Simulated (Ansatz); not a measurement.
**From three elastic constants to directional properties of SiC**

Level of theory: DFT PBE, scalar-relativistic, plane waves, PAW (Ansatz). Cutoff 420 eV, 8×8×8 k-points (Γ-centred), fixed occupations. No spin polarisation.

The cell is fixed (symmetry leaves no force on the atoms) and stands under 0.1 GPa:
Space group F-43m (No. 216). a = 4.379 Å, b = 4.379 Å, c = 4.379 Å, α = 90.00°, β = 90.00°, γ = 90.00°
| atom | site | symmetry | x | y | z |
| --- | --- | --- | --- | --- | --- |
| C | 4a | -43m | 0.0000 | 0.0000 | 0.0000 |
| Si | 4d | -43m | 0.2500 | 0.2500 | 0.7500 |

The cell is the ideal cubic zincblende prototype.

With ions relaxed, on the cubic axes: C11 = 383.1, C12 = 127.3, C44 = 239.2 GPa. The density is 3.171 g/cm³.

Q: Is the crystal stable against strain, and how anisotropic is it?

A: Born's conditions hold: C11 + 2C12 = 637.8, C11 − C12 = 255.8 and C44 = 239.2 GPa are all positive. B = (C11 + 2C12)/3 = 212.6 GPa. The two shear moduli are C44 and C′ = (C11 − C12)/2 = 127.9 GPa, so Zener's ratio is A = C44/C′ = 1.87: the tetragonal shear C′ is the soft one, as in many fcc and bcc metals and zincblende crystals. The Cauchy pressure C12 − C44 is -111.8 GPa; it would vanish for pair forces between atoms on inversion centres at zero pressure, and a negative value is usual with directional bonding, though many-body forces give one in some ionic oxides too.

Q: Give the sound speeds along the three symmetry directions.

A: The Christoffel equation gives ρv² for each branch:
```tsv
direction	branch	ρv²	GPa	v (m/s)
[100]	L	C11	383.1	10992
[100]	T (×2)	C44	239.2	8685
[110]	L	(C11 + C12 + 2C44)/2	494.4	12487
[110]	T, u ∥ [001]	C44	239.2	8685
[110]	T, u ∥ [1-10]	(C11 − C12)/2	127.9	6351
[111]	L	(C11 + 2C12 + 4C44)/3	531.5	12947
[111]	T (×2)	(C11 − C12 + C44)/3	165.0	7213
```

In a piezoelectric crystal some branches stiffen further, which is left out.

Q: How does Young's modulus depend on direction?

A: Inverting gives S11 = 3.129, S12 = -0.781, S44 = 4.181 TPa⁻¹. Along a unit vector (l, m, n), 1/E = S11 − 2(S11 − S12 − S44/2)(l²m² + m²n² + n²l²), where the last bracket is 0, 1/4 and 1/3 for [100], [110] and [111]: E = 320, 451 and 522 GPa. With A > 1 the body diagonal is stiffest. For a film on (001), the biaxial modulus is C11 + C12 − 2C12²/C11 = 426 GPa and the normal strain is −2C12/C11 = -0.66 times the in-plane one.

Cost: 2 runs of about 0.36 core-minutes in all, on Intel Xeon 6975P-C (Granite Rapids) (shared hosts).

Cubic SiC comes out stiff in both compression and shear, yet clearly anisotropic, and the pattern follows from its tetrahedral sp³ network. The bonds point along ⟨111⟩, so a volume-conserving tetragonal strain leaves their lengths unchanged to first order and only bends the angles between them. This makes C′ the softer shear modulus and gives the slowest wave, the [110] branch polarised along [1-10]. The shear governed by C44 does stretch and compress bonds, although the displacement of the Si and C sublattices against each other relieves part of that cost. Pulling along [111] loads one set of bonds head-on, whereas pulling along [100] is accommodated more by bending, hence the rise in Young's modulus from 320 to 522 GPa. That C′ is still as large as 127.9 GPa suggests strong angular forces, as expected for short, largely covalent bonds to carbon. Born's conditions cover only homogeneous strain, so they establish neither stability against short-wavelength phonons nor a preference for zincblende over the hexagonal polytypes.
